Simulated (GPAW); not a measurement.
# AlN (honeycomb monolayer): G0W0 with GPAW, start to end

Wanted: ground state, empty states, screening and self-energy for AlN (honeycomb monolayer).

Main program and level: GPAW 26.7.0; LDA and many-body steps on it, plane waves.

## (1) Set-up

The cell holds 2 atoms: 1 Al and 1 N. Cell: a = 3.092 Å, b = 3.092 Å, c = 11.400 Å, α = 90.0°, β = 90.0°, γ = 120.0°. Vacuum lies along c.

The structure was relaxed with LDA. The runs that relaxed it are not among those shown.

## (2) Ground state

This step: GPAW 26.7.0; DFT, LDA, plane waves, PAW.

The ground-state density comes first.

run.py

```python
import json
import numpy as np
from gpaw.mpi import world
from ase import Atoms
from gpaw import GPAW, PW, FermiDirac

atoms = Atoms(['Al', 'N'],
    cell=[[3.0918152406, 0.0000000000, 0.0000000000],
      [-1.5459076203, 2.6775905422, 0.0000000000],
      [0.0000000000, 0.0000000000, 11.4000000000]],
    scaled_positions=[[0.3333333333, 0.6666666667, 0.5000000000],
      [0.6666666667, 0.3333333333, 0.5000000000]],
    pbc=(True, True, False))
calc = GPAW(mode=PW(600),
    xc='LDA',
    kpts={'size': (12, 12, 1), 'gamma': True},
    occupations=FermiDirac(0.001),
    nbands=-7,
    convergence={'density': 1e-6, 'bands': -3},
    maxiter=100,
    txt='gs.txt')
atoms.calc = calc
res = {'energy': atoms.get_potential_energy()}
kpts = calc.get_ibz_k_points()
res['kpts'] = kpts
res['eigenvalues'] = [calc.get_eigenvalues(kpt=k) for k in range(len(kpts))]
res['n_electrons'] = calc.get_number_of_electrons()
calc.write('gs.gpw')

if world.rank == 0:
    with open('result.json', 'w') as f:
        json.dump(res, f, default=lambda x: x.tolist())
```

Command:

```console
mpirun -n 16 gpaw python run.py
```

The log of the run:

```text
__  _  _
 | _ |_)|_||  |
 |__||  | ||/\| - 26.7.0

Input parameters:
  mode=PW(ecut=600.0),
  convergence={'density': 1e-06, 'bands': -3},
  kpts=MonkhorstPack(size=(12, 12, 1), gamma=True),
  maxiter=100,
  nbands=-7,
  occupations=Occupations(name='fermi-dirac', width=0.001, fixmagmom=False),
  xc=XC(name='LDA')
  [... matrices ...]
Diagonalizing LCAO Hamiltonian
Converting LCAO to pw mode

        Al N

Atoms  # Å, Bohr magnetons
|   | symbol |         x |        y |        z |    initial magnetic moments |
| 0 |     Al | -0.000000 | 1.785060 | 5.700000 | ( 0.0000,  0.0000,  0.0000) |
| 1 |      N |  1.545908 | 0.892530 | 5.700000 | ( 0.0000,  0.0000,  0.0000) |

Unit cell  # Å
| periodic |         x |        y |         z |   lengths |     angles |
|      yes |  3.091815 | 0.000000 |  0.000000 |  3.091815 |  90.000000 |
|      yes | -1.545908 | 2.677591 |  0.000000 |  3.091815 |  90.000000 |
|       no |  0.000000 | 0.000000 | 11.400000 | 11.400000 | 120.000000 |

Number of symmetries: 12
Symmetry operations  # r_c * U_cc + t_c -> r_c
|    | kind |            matrix            |
|  0 |  σ   |  1, 1, 0,  0,-1, 0,  0, 0, 1 |
|  1 |  C2  |  1, 1, 0,  0,-1, 0,  0, 0,-1 |
|  2 |  E   |  1, 0, 0,  0, 1, 0,  0, 0, 1 |
|  3 |  σ   |  1, 0, 0,  0, 1, 0,  0, 0,-1 |
|  4 |  C3  |  0, 1, 0, -1,-1, 0,  0, 0, 1 |
|  5 |  S3  |  0, 1, 0, -1,-1, 0,  0, 0,-1 |
|  6 |  σ   |  0,-1, 0, -1, 0, 0,  0, 0, 1 |
|  7 |  C2  |  0,-1, 0, -1, 0, 0,  0, 0,-1 |
|  8 |  σ   | -1, 0, 0,  1, 1, 0,  0, 0, 1 |
|  9 |  C2  | -1, 0, 0,  1, 1, 0,  0, 0,-1 |
| 10 |  C3  | -1,-1, 0,  1, 0, 0,  0, 0, 1 |
| 11 |  S3  | -1,-1, 0,  1, 0, 0,  0, 0,-1 |

BZ-sampling:
  Number of BZ points: 144
  Number of IBZ points: 19

  Monkhorst-Pack size: [12, 12, 1]
  Monkhorst-Pack shift: [0.041667, 0.041667, 0.0]

K-points  # in reciprocal-cell coordinates
|     |                                coordinates |     weight |
|   0 | ( -0.00000000,  -0.00000000,   0.00000000) | 0.00694444 |
|   1 | (  0.08333333,  -0.00000000,   0.00000000) | 0.04166667 |
|   2 | (  0.16666667,  -0.08333333,   0.00000000) | 0.04166667 |
|   3 | (  0.16666667,  -0.00000000,   0.00000000) | 0.04166667 |
|   4 | (  0.25000000,  -0.08333333,   0.00000000) | 0.08333333 |
|   5 | (  0.25000000,  -0.00000000,   0.00000000) | 0.04166667 |
|   6 | (  0.33333333,  -0.16666667,   0.00000000) | 0.04166667 |
|   7 | (  0.33333333,  -0.08333333,   0.00000000) | 0.08333333 |
|   8 | (  0.33333333,  -0.00000000,   0.00000000) | 0.04166667 |
|   9 | (  0.33333333,   0.33333333,   0.00000000) | 0.01388889 |
| ... |                                            |            |
|  18 | (  0.50000000,   0.50000000,   0.00000000) | 0.02083333 |

Plane wave coefficients: 3165
Cutoff: 600.0 eV

Spin-components: 1 (collinear spins)
Bands:           11
Projectors:      10
Spin-degeneracy: 2
Datatype:        complex128

  Storage: CPU
  Wave functions: 10_583_760 bytes (661_485 per core)
  Projectors: 20_205_360 bytes (1_262_835 per core)
  [... matrices ...]
Parallelization:
  kpt:    4
  domain: 4
  band:   1

Density:
  Valence electrons: 8.0
  Components: 1
  Grid points: [18 18 70]
  Charge: 0.0  # |e|

Potential:
  Grid points: [18 18 70]

species:
  Al:
    name:    Aluminium
    Z:       13.0
    valence: 3
    core:    10
    charge:  0.0  # [|e|]
    compensation charges:
      type: gauss
      rc: 0.34  # [Å]
      lmax: 2
    cutoffs:
      filter: 1.91  # [Å]
      core: 2.36  # [Å]
    projectors
    | kind |    occ | energy [eV] | rcut [Å] |
    |   3s |  2.000 |      -7.830 |    1.085 |
    |   3p |  1.000 |      -2.783 |    1.085 |
    |    s |        |      19.382 |    1.085 |
    |    p |        |      24.428 |    1.085 |
    |    d |        |       0.000 |    1.085 |

    Using partial waves for Al as LCAO basis

  N:
    name:    Nitrogen
    Z:       7.0
    valence: 5
    core:    2
    charge:  0.0  # [|e|]
    compensation charges:
      type: gauss
      rc: 0.18  # [Å]
      lmax: 2
    cutoffs:
      filter: 1.11  # [Å]
      core: 0.96  # [Å]
    projectors
    | kind |    occ | energy [eV] | rcut [Å] |
    |   2s |  2.000 |     -18.420 |    0.603 |
    |   2p |  3.000 |      -7.237 |    0.529 |
    |    s |        |       8.791 |    0.603 |
    |    p |        |      19.974 |    0.529 |
    |    d |        |       0.000 |    0.577 |

    Using partial waves for N as LCAO basis

Reference energy: -8049.295751  # eV

eigensolver:
  PPCG
  Converge bands: -3
  niter=2

density mixing:
  MSR1-Mixer
  Pratt-step length: 0.05
  Maximum mixing coefficient: 0.75
  Old densities: 10
  SVD Regularization: 0.005
  Good broyden scale: 1.0
  Trust region scale: 1.0
  Backstep threshold: 4.0
  History deletion threshold: 6.0
  Fourier metric: weight=20.0, sigma=0.015

occupation numbers:
  Fermi-Dirac:
    width: 0.0010  # eV

poisson solver:
  ecut: 4800.0  # eV

xc functional:
  name: None

Initialization done in: 0.571 s

convergence criteria:
- Maximum integral of absolute [dens]ity change: 1e-06 electrons / valence electron
- Maximum [total energy] change in last 3 cyles: 0.0005 eV / valence electron
- Maximum integral of absolute [eigenst]ate change: 4e-08 eV^2 / valence electron
maximum number of iterations: 100

SCF iterations
|iter     |     time |      energy | eigst |  dens |
|iter:   1|  |  -18.340643 | +1.00 |       |
|iter:   2|  |  -17.460017 | +0.72 | -0.47 |
|iter:   3|  |  -14.992486 | +0.30 | -0.52 |
|iter:   4|  |  -14.962104 | -0.93 | -1.16 |
|iter:   5|  |  -14.955135 | -2.05 | -1.43 |
|iter:   6|  |  -14.955074 | -3.73 | -2.45 |
|iter:   7|  |  -14.955085c| -4.85 | -2.88 |
|iter:   8|  |  -14.955085c| -6.24 | -3.81 |
|iter:   9|  |  -14.955085c| -7.44c| -4.54 |
|iter:  10|  |  -14.955085c| -8.04c| -5.33 |
|iter:  11|  |  -14.955085c| -8.71c| -6.02c|

Converged in 11 steps
SCF loop duration: 1.285 s (0.117 s/step)
Energy contributions relative to reference atoms: (reference = -8049.295751)
  [... matrices ...]
Energy contributions:
  Kinetic:          18.180306
  Coulomb:         -15.875588
  Zero:             -0.016920
  External:          0.000000
  Xc:              -17.242883
  Entropy:          -0.000000
  Spinorbit:         0.000000
  ----------------------------
  Free energy:     -14.955085
  Extrapolated:    -14.955085

dipole moment: (-1.942774, 1.121661, -0.000002)  # |e|*Ang

Fermi level: -3.024
Eigenvalues  # (at kpt = [-0.000, -0.000, 0.000])
| band index |      eig [eV] | occ [0-2] |
|          0 |       -16.728 |     2.000 |
|          1 |        -5.470 |     2.000 |
|          2 |        -3.803 |     2.000 |
|          3 |        -3.803 |     2.000 |
|          4 |        -0.107 |     0.000 |
|          5 |         2.251 |     0.000 |
|          6 |         2.684 |     0.000 |
|          7 |         5.279 |     0.000 |
|          8 |         5.620 |     0.000 |
|          9 |         8.992 |     0.000 |
|         10 |         8.992 |     0.000 |

Gap: 3.003 eV
Transition (v -> c):
  (s=0, k=9, n=3, [0.33, 0.33, 0.00]) -> (s=0, k=0, n=4, [-0.00, -0.00, 0.00])
Direct/indirect transitions are different
Direct gap: 3.697 eV
Transition at: (s=0, k=0, n=3, [-0.00, -0.00, 0.00])
vacuum-level: 2.522  # V
# Writing to gs.gpw (mode='')
  [... matrices ...]
```

Elapsed: 3.4 s, on 16 MPI ranks of Arm Neoverse V2, shared host; peak memory 2.2 GiB.

This step gave:

| Property | Result |
| --- | --- |
| total energy | -14.96 eV |
| gap | 3.003 eV |
| k of the valence top | 0.3333, 0.3333, 0 |
| k of the conduction bottom | 0, 0, 0 |
| least direct gap | 3.697 eV |

The gap is indirect, with the least direct gap 0.69 eV higher.

## (3) Bands along the symmetry lines

Levels along a band path, at the cheap level, show where the edges lie and whether the meshes to come will hold them.

run.py

```python
import json
import numpy as np
from gpaw.mpi import world
from gpaw import GPAW

path = [[0.000000, 0.000000, 0.000000],
    [0.062500, 0.000000, 0.000000],
    [0.125000, 0.000000, 0.000000],
    [0.187500, 0.000000, 0.000000],
    [0.250000, 0.000000, 0.000000],
    [0.312500, 0.000000, 0.000000],
    [0.375000, 0.000000, 0.000000],
    [0.437500, 0.000000, 0.000000],
    [0.500000, 0.000000, 0.000000],
    [0.479167, 0.041667, 0.000000],
    [0.458333, 0.083333, 0.000000],
    [0.437500, 0.125000, 0.000000],
    [0.416667, 0.166667, 0.000000],
    [0.395833, 0.208333, 0.000000],
    [0.375000, 0.250000, 0.000000],
    [0.354167, 0.291667, 0.000000],
    [0.333333, 0.333333, 0.000000],
    [0.291667, 0.291667, 0.000000],
    [0.250000, 0.250000, 0.000000],
    [0.208333, 0.208333, 0.000000],
    [0.166667, 0.166667, 0.000000],
    [0.125000, 0.125000, 0.000000],
    [0.083333, 0.083333, 0.000000],
    [0.041667, 0.041667, 0.000000],
    [0.000000, 0.000000, 0.000000]]
calc = GPAW('gs.gpw').fixed_density(kpts=path,
    symmetry='off',
    nbands=14,
    convergence={'bands': 10},
    txt='bands.txt')
res = {}
kpts = calc.get_ibz_k_points()
res['kpts'] = kpts
res['eigenvalues'] = [calc.get_eigenvalues(kpt=k) for k in range(len(kpts))]
res['n_electrons'] = calc.get_number_of_electrons()

if world.rank == 0:
    with open('result.json', 'w') as f:
        json.dump(res, f, default=lambda x: x.tolist())
```

Command:

```console
mpirun -n 16 gpaw python run.py
```

The log of the run:

```text
Diagonalizing LCAO Hamiltonian
Converting LCAO to pw mode
convergence criteria:
- Maximum integral of absolute [eigenst]ate change: 4e-08 eV^2 / valence electron
maximum number of iterations: 100

SCF iterations
|iter     |     time |      energy | eigst |  dens |
|iter:   1|  |             | +2.04 |       |
|iter:   2|  |             | +1.18 |       |
|iter:   3|  |             | +0.18 |       |
[...]
|iter:   8|  |             | -6.22 |       |
|iter:   9|  |             | -7.23 |       |
|iter:  10|  |             | -8.06c|       |
SCF steps: 10
  __  _  _
 | _ |_)|_||  |
 |__||  | ||/\| - 26.7.0

Input parameters:
  mode=PW(ecut=600.0),
  convergence={'bands': 10},
  gpts=array([18, 18, 70]),
  kpts=KPoints(kpts=array([[0.      , 0.      , 0.      ],
         [0.0625  , 0.      , 0.      ],
         [0.125   , 0.      , 0.      ],
         [0.1875  , 0.      , 0.      ],
[...]
[0.479167, 0.041667, 0.      ],
         [0.458333, 0.083333, 0.      ],
[...]
[0.416667, 0.166667, 0.      ],
[...]
[0.25    , 0.25    , 0.      ],
[...]
[0.125   , 0.125   , 0.      ],
         [0.083333, 0.083333, 0.      ],
         [0.041667, 0.041667, 0.      ],
         [0.      , 0.      , 0.      ]])),
  maxiter=100,
  nbands=14,
  occupations=Occupations(name='fermi-dirac', width=0.001, fixmagmom=False),
  parallel={},
  symmetry=Symmetry(point_group=False, time_reversal=False),
  xc=XC(name='LDA')
  [... matrices ...]
timing:  # [seconds]
  Total: 0.024  # ━━━━━━━━━━━━━━━━━━━━━━━━━━━━━━━━━━━━━━━━━━━━━━━━━━━━━━━━━━━
```

It took 3.2 s on 16 MPI ranks; peak memory 2.5 GiB.

Numbers from this step:

```yaml
gap: 3.003 eV
k_of_the_valence_top: 0.3333, 0.3333, 0
k_of_the_conduction_bottom: 0, 0, 0
least_direct_gap: 3.697 eV
```

The gap is 3.003 eV, as in the run before at this level.

The electronic bands at the labelled points (eV, zero at the top of the highest filled band; v1 is the highest filled band, c1 the lowest empty one):

| point | v4 | v3 | v2 | v1 | c1 | c2 | c3 | c4 |
| --- | --- | --- | --- | --- | --- | --- | --- | --- |
| Γ | -13.62 | -2.36 | -0.69 | -0.69 | 3.00 | 5.36 | 5.79 | 8.39 |
| halfway | -12.97 | -3.01 | -1.53 | -1.09 | 4.60 | 5.92 | 7.17 | 8.76 |
| M | -12.12 | -4.93 | -1.43 | -0.31 | 5.29 | 6.24 | 8.40 | 9.87 |
| halfway | -12.03 | -4.63 | -2.37 | -0.17 | 5.60 | 7.25 | 8.64 | 9.36 |
| K | -11.91 | -3.86 | -3.71 | 0.00 | 6.05 | 8.21 | 8.27 | 9.20 |
| halfway | -12.78 | -3.28 | -1.53 | -1.28 | 5.08 | 6.00 | 7.66 | 8.92 |
| Γ | -13.62 | -2.36 | -0.69 | -0.69 | 3.00 | 5.36 | 5.79 | 8.39 |

The electronic bands as a text plot (rows in eV, shown from -8.0 to 8.7 only):

```
    8.4 |++++             ++++++++++  ++++++++   +++         ++++
    7.7 |            +++++          +++    +++      +++
    7.0 |         +++            +++          +++      +++
    6.3 |    +++++        +++++++      +++++++   ++++++   +++
    5.6 |++++++++++++++++++++++++++++++       +++      ++++++++++
    4.9 |         +++++                             +++
    4.2 |      +++                                     +++
    3.5 |    ++                                           ++++++
    2.8 |++++                                                   +
    2.1 |
    1.4 |
    0.7 |
    0.0 |                   ******************
   -0.7 |*********     *****                  ******      *******
   -1.4 |    **   ***************                   *********
   -2.1 |*********               ***             ***      *******
   -2.8 |         ***               **        ***      ***
   -3.5 |            **               ********      ***
   -4.2 |              ***          ****************
   -4.9 |                 **********
   -5.6 |
   -6.3 |
   -7.0 |
   -7.7 |
         Γ                   M           K                      Γ
```

## (4) Empty states on the mesh, 12×12×1 mesh, 224 bands

The sums over transitions need many empty states on a uniform mesh; this step solves for them.

run.py

```python
import json
import numpy as np
from gpaw.mpi import world
from gpaw import GPAW

calc = GPAW('gs.gpw').fixed_density(kpts={'size': (12, 12, 1), 'gamma': True},
    nbands=261,
    convergence={'bands': 224},
    txt='nscf.txt')
calc.write('full.gpw', mode='all')
res = {}
kpts = calc.get_ibz_k_points()
res['kpts'] = kpts
res['eigenvalues'] = [calc.get_eigenvalues(kpt=k) for k in range(len(kpts))]
res['n_electrons'] = calc.get_number_of_electrons()

if world.rank == 0:
    with open('result.json', 'w') as f:
        json.dump(res, f, default=lambda x: x.tolist())
```

Command:

```console
mpirun -n 16 gpaw python run.py
```

The log of the run:

```text
Diagonalizing LCAO Hamiltonian
Converting LCAO to pw mode
convergence criteria:
- Maximum integral of absolute [eigenst]ate change: 4e-08 eV^2 / valence electron
maximum number of iterations: 100

SCF iterations
|iter     |     time |      energy | eigst |  dens |
|iter:   1|  |             | +5.11 |       |
|iter:   2|  |             | +3.93 |       |
|iter:   3|  |             | +2.80 |       |
[...]
|iter:  16|  |             | -6.91 |       |
|iter:  17|  |             | -7.14 |       |
|iter:  18|  |             | -7.43c|       |
SCF steps: 18
  __  _  _
 | _ |_)|_||  |
 |__||  | ||/\| - 26.7.0

Input parameters:
  mode=PW(ecut=600.0),
  convergence={'bands': 224},
  gpts=array([18, 18, 70]),
  kpts=MonkhorstPack(size=(12, 12, 1), gamma=True),
  maxiter=100,
  nbands=261,
  occupations=Occupations(name='fermi-dirac', width=0.001, fixmagmom=False),
  parallel={},
  xc=XC(name='LDA')
# Writing to full.gpw (mode='all')
  [... matrices ...]

timing:  # [seconds]
  Total: 0.181  # ━━━━━━━━━━━━━━━━━━━━━━━━━━━━━━━━━━━━━━━━━━━━━━━━━━━━━━━━━━━
```

Elapsed: 55 s, on 16 MPI ranks; peak memory 2.7 GiB.

This step gave:

```
gap                                                           : 3.003 eV
k of the valence top                                          : 0.3333, 0.3333, 0
k of the conduction bottom                                    : 0, 0, 0
least direct gap                                              : 3.697 eV
k points computed                                             : 19
lowest point of the top converged band, above the valence top : 96.0812 eV
```

On this mesh the gap is 3.003 eV.

[end of part 1 of 2]

[Long decimals in the printed logs are rounded to 6 places.]

[Logs are printed without paths, hosts, clocks, repeated set-up lines and the standing remarks that a program may print on its own settings, such as how far it seeks lower states.]

[Paths, hosts, dates, memory and timing lines, banners, echoed tables and standing remarks are left out of the program output; an Ansatz launch command may be rebuilt from the run's recorded settings. Measured values are a selection of at most five: reports struck by readers or far from the other reports are left out. None is set beside runs whose start may be inverted or whose files or cutoffs have a known fault.]

[Runs of the session that timed out or met a known fault of the program may be left out.]

[Hosts, paths, dates, database ids (printed as entryN), source tags and the programs' standing remarks are cut or masked in the printed files.]

[Where the starting crystal was built by hand or by swapping elements, it need not be the compound's stable phase.]
